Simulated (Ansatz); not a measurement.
Pb:

```
Pb
1.0
    -1.97966    1.97966    1.97966
     1.97966   -1.97966    1.97966
     1.97966    1.97966   -1.97966
Pb
1
Direct
  0.00000 0.00000 0.00000
```

This isn't the form of Pb at room conditions, which is fcc.

```yaml
Program: Ansatz 0.2.0
Task: relaxation of cell and atoms
Functional: RPBE
Dispersion: D3(BJ)
Potentials_or_basis: Ansatz PAW
Cutoff: "420 eV (not typed: the program's choice for these potentials)"
k_mesh: 9 × 9 × 9
Occupations: fermi-dirac, width 0.05 eV
Spin: no spin polarisation
```

At the start: volume 31.03 Å³/atom.

Task: How do energy, volume and symmetry change on relaxing?

Result: It ends after 6 steps and the volume is 22.61 Å³/atom (-27.1 %); space group Im-3m (No. 229, to 0.05 Å).

Step by step:
```csv
step,energy change (eV),largest force (eV/Å),volume (Å³)
1,0.0000,0.0000,31.03
2,-0.4298,0.0000,26.71
3,-0.6346,0.0000,22.81
4,-0.6353,0.0000,22.53
5,-0.6354,0.0000,22.61
6,-0.6347,0.0000,22.61
```

Final structure:
```xyz
1
Lattice="-1.7813 1.7813 1.7813 1.7813 -1.7813 1.7813 1.7813 1.7813 -1.7813" Properties=species:S:1:pos:R:3 pbc="T T T"
Pb    0.0000    0.0000    0.0000
```

Caveat: the volume moved by over 15 % at a fixed basis, so the end points are rough; the plane-wave basis is chosen anew once the cell has moved, so the energies of steps on either side of that aren't comparable; pairwise dispersion overbinds metals, which lowers pressure and volume; the PAW data sets come from PBE, with cores solved anew for the run's functional, which leaves a small shift of forces and pressure.
